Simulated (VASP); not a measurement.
# GeSe (Pnma) in VASP: a series of runs

One crystal, GeSe, is run at these levels: HSE06, PBE; tasks: single point.

Program: VASP 6.6.1. These are calculated values, not measurements. Logs are shortened: lines on timing, memory, paths and dates and some standing lists are left out, and cuts for length are marked.

### Step 1. The crystal as given

The structure is orthorhombic, space group Pnma (No. 62). The conventional cell has a = 11.185 Å, b = 3.884 Å, c = 4.523 Å, α = 90.00°, β = 90.00°, γ = 90.00°. Ge (site symmetry m) has 3 Se at 2.59 to 2.61 Å as nearest neighbours. Se (site symmetry m) has 3 Ge at 2.59 to 2.61 Å as nearest neighbours.

### Step 2. Single point, HSE06

File POSCAR:

```
GeSe
1.0
    0.0000000000      7.7675420000     -4.5225270000
    0.0000000000     -7.7675420000     -4.5225270000
  -11.1847690000      0.0000000000      0.0000000000
Ge Se
16 16
Direct
    0.9963625000      0.1213625000      0.8734900000
    0.2463625000      0.8713625000      0.8734900000
    0.7463625000      0.3713625000      0.8734900000
    0.4963625000      0.6213625000      0.8734900000
    0.1286375000      0.2536375000      0.3734900000
    0.3786375000      0.0036375000      0.3734900000
    0.8786375000      0.5036375000      0.3734900000
    0.6286375000      0.7536375000      0.3734900000
    0.1213625000      0.4963625000      0.6265100000
    0.3713625000      0.2463625000      0.6265100000
    0.8713625000      0.7463625000      0.6265100000
    0.6213625000      0.9963625000      0.6265100000
    0.2536375000      0.6286375000      0.1265100000
    0.5036375000      0.3786375000      0.1265100000
    0.0036375000      0.8786375000      0.1265100000
    0.7536375000      0.1286375000      0.1265100000
    0.1879655000      0.3129655000      0.1471840000
    0.4379655000      0.0629655000      0.1471840000
    0.9379655000      0.5629655000      0.1471840000
    0.6879655000      0.8129655000      0.1471840000
    0.4370345000      0.5620345000      0.6471840000
    0.6870345000      0.3120345000      0.6471840000
    0.1870345000      0.8120345000      0.6471840000
    0.9370345000      0.0620345000      0.6471840000
    0.8129655000      0.1879655000      0.3528160000
    0.0629655000      0.9379655000      0.3528160000
    0.5629655000      0.4379655000      0.3528160000
    0.3129655000      0.6879655000      0.3528160000
    0.0620345000      0.4370345000      0.8528160000
    0.3120345000      0.1870345000      0.8528160000
    0.8120345000      0.6870345000      0.8528160000
    0.5620345000      0.9370345000      0.8528160000
```

File INCAR.step1:

```
ALGO = Normal
EDIFF = 1E-5
ENCUT = 400
GGA = PE
ICORELEVEL = 1
ISIF = 2
ISMEAR = 0
LASPH = T
LREAL = Auto
LUSENCCL = F
LWAVE = T
NBANDS = 182
NELM = 80
PREC = Normal
SIGMA = 0.01
```

File INCAR.step2:

```
ALGO = Normal
EDIFF = 1E-6
ENCUT = 400
GGA = PE
HFSCREEN = 0.2
ICORELEVEL = 1
ISIF = 2
ISMEAR = 0
ISTART = 1
LASPH = T
LCHARG = F
LHFCALC = T
LREAL = Auto
LUSENCCL = F
LWAVE = F
NBANDS = 182
NELM = 80
PREC = Normal
PRECFOCK = Fast
SIGMA = 0.01
```

File KPOINTS:

```
k-points
0
Gamma
  1 1 1
```

Potentials or basis: VASP PAW PBE potentials, release 64 (Ge_d, Se).

The run is started by

```console
> cat potpaw_PBE.64/Ge_d/POTCAR potpaw_PBE.64/Se/POTCAR > POTCAR
> cp INCAR.step1 INCAR
> mpirun -np 1 vasp_gam > vasp.out
> cp INCAR.step2 INCAR
> mpirun -np 1 vasp_gam > vasp.out
```

OUTCAR:

```text
EDIFF = 1E-6
   ENCUT = 400
   GGA = PE
   HFSCREEN = 0.2
   ISIF = 2
   ISMEAR = 0
   ISTART = 1
   LASPH = T
   LHFCALC = T
   LREAL = Auto
   NELM = 80
   PREC = Normal
   PRECFOCK = Fast

 ion  position               nearest neighbor table
   1  0.996  0.121  0.873-  24 2.59  30 2.61  29 2.61
   2  0.246  0.871  0.873-  23 2.59  30 2.61  32 2.61
   3  0.746  0.371  0.873-  22 2.59  29 2.61  31 2.61
   4  0.496  0.621  0.873-  21 2.59  32 2.61  31 2.61
   5  0.129  0.254  0.373-  17 2.59  25 2.61  26 2.61
   6  0.379  0.004  0.373-  18 2.59  26 2.61  28 2.61
[... 24 lines left out ...]
  31  0.812  0.687  0.853-  11 2.59   4 2.61   3 2.61
  32  0.562  0.937  0.853-  12 2.59   4 2.61   2 2.61

  LATTYP: Found a base centered orthorhombic cell.
 ALAT       =     9.0450540000
 B/A-ratio  =     1.7175225267
 C/A-ratio  =     1.2365618823

  Lattice vectors:

 A1 = (   0.0000000000,   7.7675420000,  -4.5225270000)
 A2 = (   0.0000000000,  -7.7675420000,  -4.5225270000)
 A3 = ( -11.1847690000,   0.0000000000,   0.0000000000)

Analysis of symmetry for initial positions (statically):
=====================================================================
 Subroutine PRICEL returns following result:

  LATTYP: Found a simple orthorhombic cell.
 ALAT       =     3.8837710000
 B/A-ratio  =     1.1644679874
 C/A-ratio  =     2.8798734529

  Lattice vectors:

 A1 = (   0.0000000000,   3.8837710000,   0.0000000000)
 A2 = (   0.0000000000,  -0.0000000000,  -4.5225270000)
 A3 = ( -11.1847690000,   0.0000000000,   0.0000000000)

   4 primitive cells build up your supercell.

 Routine SETGRP: Setting up the symmetry group for a
 base centered orthorhombic supercell.

 Subroutine GETGRP returns: Found  8 space group operations
 (whereof  2 operations were pure point group operations)
 out of a pool of  8 trial point group operations.

The static configuration has the point symmetry S_2 .
 The point group associated with its full space group is D_2h.

Analysis of symmetry for dynamics (positions and initial velocities):
=====================================================================
 Subroutine PRICEL returns following result:

  LATTYP: Found a simple orthorhombic cell.
[... 136 lines left out ...]
   ENCUT4O =  -1.0   cutoff for four orbital integrals eV
   NKREDX  =     1    reduce k-point grid by
   NKREDY  =     1    reduce k-point grid by
   NKREDZ  =     1    reduce k-point grid by
   AEXX    =    0.2500 exact exchange contribution
   HFSCREEN=    0.2000 screening length (either q_TF or 0.3 A-1)
   HFSCREENC=   0.2000 screening length for correlation (either q_TF or 0.3 A-1)
   ENCUTFOCK=  -1.0 apply spherical cutoff to Coloumb kernel
   IVDW    =     0    specifies the selected vdW correction
   LEPSILON=     F    determine dielectric tensor
   LRPA    =     F    only Hartree local field effects (RPA)
 non-spin polarized calculation
 Gauss-broadening in eV      SIGMA  =   0.01
  energy-cutoff  :      400.00
  volume of cell :      785.82
 maximum number of plane-waves:      7178
  NGX = 30; NGY = 30; NGZ = 40

 number of electron     319.9999594 magnetization

 Free energy of the ion-electron system (eV)
  ---------------------------------------------------
  ext. energy  EPLUGINS =         0.00000000
  ---------------------------------------------------
  free energy    TOTEN  =      -164.89788714 eV

  energy without entropy =     -164.89788714  energy(sigma->0) =     -164.89788714

 the core state eigenenergies are
   1-  1s -10950.5571  2s  -1362.2811  2p  -1189.1470  3s   -159.6212  3p   -106.7702

   2-  1s -10950.5570  2s  -1362.2809  2p  -1189.1469  3s   -159.6211  3p   -106.7701

   3-  1s -10950.5571  2s  -1362.2811  2p  -1189.1470  3s   -159.6212  3p   -106.7702
[... 45 lines left out ...]
  26-  1s -12494.1252  2s  -1597.5800  2p  -1403.9364  3s   -204.1658  3p   -143.6334
       3d    -43.8094
  27-  1s -12494.1252  2s  -1597.5800  2p  -1403.9364  3s   -204.1658  3p   -143.6334
       3d    -43.8094
  28-  1s -12494.1252  2s  -1597.5800  2p  -1403.9364  3s   -204.1657  3p   -143.6334
       3d    -43.8094
  29-  1s -12494.1252  2s  -1597.5800  2p  -1403.9364  3s   -204.1658  3p   -143.6334
       3d    -43.8094
  30-  1s -12494.1252  2s  -1597.5800  2p  -1403.9364  3s   -204.1657  3p   -143.6334
       3d    -43.8094
  31-  1s -12494.1252  2s  -1597.5800  2p  -1403.9364  3s   -204.1657  3p   -143.6334
       3d    -43.8094
  32-  1s -12494.1252  2s  -1597.5801  2p  -1403.9364  3s   -204.1658  3p   -143.6334
       3d    -43.8094

 E-fermi :   3.2052     XC(G=0):  -7.9693

 val. band max:        3.1475200062   @ k =   0.0000   0.0000   0.0000
 cond. band min:       4.7864989195   @ k =   0.0000   0.0000   0.0000
 fundamental gap:      1.6389789133
 Fermi energy:         3.2052448830

 k-point     1 :       0.0000    0.0000    0.0000
  band No.  band energies     occupation
      1     -24.4192      2.00000
      2     -24.4170      2.00000
      3     -24.4153      2.00000
      4     -24.4153      2.00000
      5     -24.4151      2.00000
      6     -24.4151      2.00000
[... 164 lines left out ...]
    171       5.9618      0.00000
    172       6.4744      0.00000
 [bands above 172 left out]

------------------------ aborting loop because EDIFF is reached ----------------------------------------

  FORCE on cell =-STRESS in cart. coord.  units (eV):
  Direction    XX          YY          ZZ          XY          YZ          ZX
  --------------------------------------------------------------------------------------
  -------------------------------------------------------------------------------------
  Total       -2.0560263    -11.0282343    -23.7822391      0.0000000      0.0000000      0.0000000
  in kB       -4.1919631    -22.4850974    -48.4888104      0.0000000      0.0000000      0.0000000
  external PRESSURE =     -25.0552903 kB  Pullay stress =       0.0000000 kB

 VOLUME and BASIS-vectors are now :
 -----------------------------------------------------------------------------
  energy-cutoff  :      400.00
  volume of cell :      785.82
      direct lattice vectors                 reciprocal lattice vectors
     0.000000000  7.767542000 -4.522527000     0.000000000  0.064370428 -0.110557659
     0.000000000 -7.767542000 -4.522527000    -0.000000000 -0.064370428 -0.110557659
   -11.184769000  0.000000000  0.000000000    -0.089407300  0.000000000 -0.000000000

 POSITION                                       TOTAL-FORCE (eV/Angst)
 -----------------------------------------------------------------------------------
     -9.76978      6.79660     -5.05494         0.311702     -0.000000      0.008503
     -9.76978     -4.85471     -5.05494         0.311702      0.000000      0.008503
     -9.76978      2.91283     -5.05494         0.311702      0.000000      0.008503
     -9.76978     -0.97094     -5.05494         0.311702     -0.000000      0.008503
     -4.17740     -0.97094     -1.72885         0.311702     -0.000000     -0.008503
     -4.17740      2.91283     -1.72885         0.311702      0.000000     -0.008503
[... 24 lines left out ...]
     -9.53855      0.97094     -6.77958         0.071299      0.000000      0.043663
     -9.53855     -2.91283     -6.77958         0.071299      0.000000      0.043663
 -----------------------------------------------------------------------------------
    total drift:                               -0.000515     -0.000012      0.000718

  FREE ENERGIE OF THE ION-ELECTRON SYSTEM (eV)
  ---------------------------------------------------
  free  energy   TOTEN  =      -164.8978871376 eV

  energy  without entropy=     -164.8978871376  energy(sigma->0) =     -164.89788714
```

OSZICAR.step1:

```text
N       E                     dE             d eps       ncg     rms          rms(c)
DAV:   1     0.611671032717E+04    0.61167E+04   -0.11947E+05   490   0.361E+03
DAV:   2     0.143067167598E+04   -0.46860E+04   -0.45290E+04   364   0.974E+02
DAV:   3     0.102382470378E+03   -0.13283E+04   -0.12568E+04   418   0.279E+02
DAV:   4    -0.119692365061E+03   -0.22207E+03   -0.20329E+03   448   0.109E+02
DAV:   5    -0.136714253586E+03   -0.17022E+02   -0.16659E+02   424   0.266E+01    0.135E+01
DAV:   6    -0.135788071167E+03    0.92618E+00   -0.69660E+00   432   0.607E+00    0.806E+00
DAV:   7    -0.135814208209E+03   -0.26137E-01   -0.26985E+00   520   0.265E+00    0.192E+00
DAV:   8    -0.135763470217E+03    0.50738E-01   -0.80136E-01   456   0.239E+00    0.684E-01
DAV:   9    -0.135753677073E+03    0.97931E-02   -0.12294E-01   456   0.105E+00    0.311E-01
DAV:  10    -0.135754695296E+03   -0.10182E-02   -0.73880E-03   392   0.194E-01    0.131E-01
DAV:  11    -0.135754909526E+03   -0.21423E-03   -0.21594E-03   464   0.104E-01    0.514E-02
DAV:  12    -0.135754902667E+03    0.68587E-05   -0.24662E-04   328   0.321E-02    0.145E-02
DAV:  13    -0.135754910326E+03   -0.76590E-05   -0.28443E-05   288   0.152E-02
   1 F= -.13575491E+03 E0= -.13575491E+03  d E =-.910363E-12
```

It took 11 min on 1 × NVIDIA H100 80GB with 1 thread of AMD EPYC 7R13 (Zen 3), shared host; peak memory 1.3 GiB.

Results:

* Free energy: -164.8979 eV
* Pressure: -2.5 GPa
* Largest force: 0.312 eV/Å
* Band gap on the k mesh: 1.64 eV

Forces in eV/Å, atoms in the order of the input:
```
Ge   0.312  0.000  0.009
Ge   0.312  0.000  0.009
Ge   0.312  0.000  0.009
Ge   0.312  0.000  0.009
Ge   0.312  0.000 -0.009
Ge   0.312  0.000 -0.009
Ge   0.312  0.000 -0.009
Ge   0.312  0.000 -0.009
Ge  -0.312  0.000  0.009
Ge  -0.312  0.000  0.009
Ge  -0.312  0.000  0.009
Ge  -0.312  0.000  0.009
Ge  -0.312  0.000 -0.009
Ge  -0.312  0.000 -0.009
Ge  -0.312  0.000 -0.009
Ge  -0.312  0.000 -0.009
Se  -0.071  0.000 -0.044
Se  -0.071  0.000 -0.044
Se  -0.071  0.000 -0.044
Se  -0.071  0.000 -0.044
Se  -0.071  0.000  0.044
Se  -0.071  0.000  0.044
Se  -0.071  0.000  0.044
Se  -0.071  0.000  0.044
Se   0.071  0.000 -0.044
Se   0.071  0.000 -0.044
Se   0.071  0.000 -0.044
Se   0.071  0.000 -0.044
Se   0.071  0.000  0.044
Se   0.071  0.000  0.044
Se   0.071  0.000  0.044
Se   0.071  0.000  0.044
```

Levels at points of the mesh, in eV from the valence-band top:
```tsv
k point	band 156	band 157	band 158	band 159	band 160	band 161	band 162	band 163	band 164	band 165
(0.00, 0.00, 0.00)	-0.72	-0.72	-0.72	-0.70	0.00	1.64	1.95	1.95	2.12	2.12
```

Core levels (eV, on the scale of the bands):
```
atom                                                     levels
1 Ge  1s -10950.6, 2s -1362.3, 2p -1189.1, 3s -159.6, 3p -106.8
2 Ge  1s -10950.6, 2s -1362.3, 2p -1189.1, 3s -159.6, 3p -106.8
3 Ge  1s -10950.6, 2s -1362.3, 2p -1189.1, 3s -159.6, 3p -106.8
4 Ge  1s -10950.6, 2s -1362.3, 2p -1189.1, 3s -159.6, 3p -106.8
5 Ge  1s -10950.6, 2s -1362.3, 2p -1189.1, 3s -159.6, 3p -106.8
6 Ge  1s -10950.6, 2s -1362.3, 2p -1189.1, 3s -159.6, 3p -106.8
```

Caveat: the k mesh is coarse (spacing up to 0.80 Å⁻¹), so the values aren't converged, least of all with exact exchange; the PAW data sets were made with another functional, which shifts forces and pressure a little; an odd mesh through Γ misses points on the zone boundary, where band edges often lie.

### Step 3. Single point, PBE

File INCAR:

```
SYSTEM = GeSe
  PREC = Normal
  ENCUT = 450
  EDIFF = 1E-7
  ISMEAR = 0
  SIGMA = 0.01
  LREAL = Auto
  LASPH = .TRUE.
  NELM = 80
  ALGO = Normal
  ISIF = 2
  LWAVE = .FALSE.
  LCHARG = .FALSE.
  GGA = PE
  ICORELEVEL = 1
```

File KPOINTS:

```
regular mesh
0
Monkhorst
  2 2 2
  0 0 0
```

POSCAR is that of step 2.

Potentials or basis: VASP PAW PBE potentials, release 64 (Ge_d, Se).

The run is started by

```console
> cat potpaw_PBE.64/Ge_d/POTCAR potpaw_PBE.64/Se/POTCAR > POTCAR
> mpirun -np 1 vasp_std > vasp.out
```

Run time: 3.5 min. Hardware: 1 thread of Intel Xeon Platinum 8488C (Sapphire Rapids), shared host; peak memory 0.44 GiB.

The run converged. Its results:

* Free energy: -135.5892 eV
* Pressure: -0.2 GPa
* Largest force: 0.057 eV/Å

Forces on the atoms (eV/Å):
```
Ge  -0.057  0.000  0.002
Ge  -0.057  0.000  0.002
Ge  -0.057  0.000  0.002
Ge  -0.057  0.000  0.002
Ge  -0.057  0.000 -0.002
Ge  -0.057  0.000 -0.002
Ge  -0.057  0.000 -0.002
Ge  -0.057  0.000 -0.002
Ge   0.057  0.000  0.002
Ge   0.057  0.000  0.002
Ge   0.057  0.000  0.002
Ge   0.057  0.000  0.002
Ge   0.057  0.000 -0.002
Ge   0.057  0.000 -0.002
Ge   0.057  0.000 -0.002
Ge   0.057  0.000 -0.002
Se   0.053  0.000  0.017
Se   0.053  0.000  0.017
Se   0.053  0.000  0.017
Se   0.053  0.000  0.017
Se   0.053  0.000 -0.017
Se   0.053  0.000 -0.017
Se   0.053  0.000 -0.017
Se   0.053  0.000 -0.017
Se  -0.053  0.000  0.017
Se  -0.053  0.000  0.017
Se  -0.053  0.000  0.017
Se  -0.053  0.000  0.017
Se  -0.053  0.000 -0.017
Se  -0.053  0.000 -0.017
Se  -0.053  0.000 -0.017
Se  -0.053  0.000 -0.017
```

Stress tensor (GPa, compression positive):
```
-0.14  0.00  0.00
 0.00 -0.33  0.00
 0.00  0.00 -0.11
```

Levels at points of the mesh, in eV from the valence-band top:
| k point | band 158 | band 159 | band 160 | band 161 | band 162 | band 163 |
| --- | --- | --- | --- | --- | --- | --- |
| (0.25, 0.25, 0.25) | -0.32 | -0.32 | -0.14 | 1.69 | 1.69 | 1.73 |

Core levels (eV, on the scale of the bands):
```csv
atom,levels
1 Ge,"1s -10951.3, 2s -1363.0, 2p -1189.9, 3s -159.9, 3p -107.1"
2 Ge,"1s -10951.3, 2s -1363.0, 2p -1189.9, 3s -159.9, 3p -107.1"
3 Ge,"1s -10951.3, 2s -1363.0, 2p -1189.9, 3s -159.9, 3p -107.1"
4 Ge,"1s -10951.3, 2s -1363.0, 2p -1189.9, 3s -159.9, 3p -107.1"
5 Ge,"1s -10951.3, 2s -1363.0, 2p -1189.9, 3s -159.9, 3p -107.1"
6 Ge,"1s -10951.3, 2s -1363.0, 2p -1189.9, 3s -159.9, 3p -107.1"
```
